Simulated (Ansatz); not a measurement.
Molecular dynamics on a 2×2×2 supercell (16 atoms) of Si (Fd-3m), relaxed with r2SCAN. Forces come from PBEsol in Ansatz: constant energy and volume (NVE), velocities drawn at 300 K, steps of 3 fs. Classical nuclei, no spin polarisation; a few dozen steps show the first response, not equilibrium.

```yaml
crystal:
  lattice:
    - [0.0, 5.4442394761, 5.4442394761]
    - [5.4442394761, 0.0, 5.4442394761]
    - [5.4442394761, 5.4442394761, 0.0]
  atoms:
    - { symbol: Si, position: [0.125, 0.125, 0.125] }
    - { symbol: Si, position: [0.0, 0.0, 0.0] }
    - { symbol: Si, position: [0.125, 0.125, 0.625] }
    - { symbol: Si, position: [0.0, 0.0, 0.5] }
    - { symbol: Si, position: [0.125, 0.625, 0.125] }
    - { symbol: Si, position: [0.0, 0.5, 0.0] }
    - { symbol: Si, position: [0.125, 0.625, 0.625] }
    - { symbol: Si, position: [0.0, 0.5, 0.5] }
    - { symbol: Si, position: [0.625, 0.125, 0.125] }
    - { symbol: Si, position: [0.5, 0.0, 0.0] }
    - { symbol: Si, position: [0.625, 0.125, 0.625] }
    - { symbol: Si, position: [0.5, 0.0, 0.5] }
    - { symbol: Si, position: [0.625, 0.625, 0.125] }
    - { symbol: Si, position: [0.5, 0.5, 0.0] }
    - { symbol: Si, position: [0.625, 0.625, 0.625] }
    - { symbol: Si, position: [0.5, 0.5, 0.5] }
kpoints:
  mp_grid: { grid: [2, 2, 2] }
hamiltonian:
  xc: pbesol
scf:
  occupations: { method: fermi_dirac, width: 0.026 }
md:
  ensemble: nve
  temperature: 300
  timestep: 3.0
  n_steps: 20
  initial_velocities: maxwell_boltzmann
  seed: 6212
```

Run as `ansatz run input.yaml --threads 4 --pin off --max-ram 5529MiB --backend cpu --events-out ev --progress --plain --runs-dir out`.

Task: What wall time did it need on 4 threads of Arm Neoverse V1, on a shared host, and what peak of host memory did it reach?

Result: About 25 s, with a peak of 0.83 GiB.

| step | t (fs) | T (K) | free energy F from step 0 (meV/atom) | kinetic energy (meV/atom) | largest force (eV/Å) |
| --- | --- | --- | --- | --- | --- |
| 0 | 0 | 300 | 0.0 | 36.4 | 0.00 |
| 1 | 3 | 288 | 1.5 | 34.9 | 0.37 |
| 2 | 6 | 254 | 5.6 | 30.8 | 0.72 |
| 3 | 9 | 208 | 11.4 | 25.2 | 1.03 |
| 4 | 12 | 158 | 17.4 | 19.2 | 1.27 |
| 5 | 15 | 118 | 22.4 | 14.3 | 1.43 |
| 6 | 18 | 95 | 25.2 | 11.5 | 1.51 |
| 7 | 21 | 94 | 25.3 | 11.4 | 1.50 |
| 8 | 24 | 112 | 23.0 | 13.6 | 1.40 |
| 9 | 27 | 145 | 19.1 | 17.5 | 1.23 |
| 10 | 30 | 181 | 14.6 | 22.0 | 1.01 |
| 11 | 33 | 213 | 10.7 | 25.8 | 0.75 |
| 12 | 36 | 231 | 8.4 | 28.0 | 0.59 |
| 13 | 39 | 232 | 8.3 | 28.1 | 0.55 |
| 14 | 42 | 214 | 10.4 | 26.0 | 0.65 |
| 15 | 45 | 182 | 14.5 | 22.0 | 0.77 |
| 16 | 48 | 140 | 19.6 | 17.0 | 0.97 |
| 17 | 51 | 98 | 24.7 | 11.9 | 1.11 |
| 18 | 54 | 65 | 28.8 | 7.9 | 1.29 |
| 19 | 57 | 47 | 31.0 | 5.7 | 1.39 |
| 20 | 60 | 47 | 31.0 | 5.6 | 1.43 |

The temperature goes from 300 K to 47 K in 60 fs. The atoms start on their lattice sites with kinetic energy alone, so much of it first passes into potential energy. The conserved energy stays within 0.36 meV an atom. By the last step the atoms have moved 0.14 Å in the root mean square, the drift of the whole cell taken out, 0.22 Å at most.

Positions (Å) and forces (eV/Å) at step 20:
```
Si   1.304   1.304   1.568     0.625   0.303  -0.320
Si   0.075   0.023   0.039     0.063   0.028  -0.060
Si   4.083   4.106   1.249    -0.091   0.720   1.230
Si   2.700   2.712   0.124    -0.805  -0.954  -0.120
Si   4.151   1.281   4.068    -0.147   0.230  -0.540
Si   2.733  -0.142   2.784     0.314   0.222  -0.238
Si   6.818   3.981   4.145    -0.705   0.127  -0.468
Si   5.406   2.713   2.611    -0.080   0.425   1.020
Si   1.435   4.110   4.153    -0.178   0.300  -0.989
Si  -0.049   2.706   2.879     0.586   0.844  -0.634
Si   3.954   6.861   4.067    -0.170  -0.915   0.469
Si   2.633   5.533   2.610     0.087  -0.346  -0.045
Si   4.165   4.055   6.759     0.153   0.395   0.828
Si   2.862   2.768   5.370    -0.326  -0.645   0.119
Si   6.748   6.954   6.654     0.700  -0.785  -0.106
Si   5.426   5.479   5.363    -0.024   0.051  -0.146
```
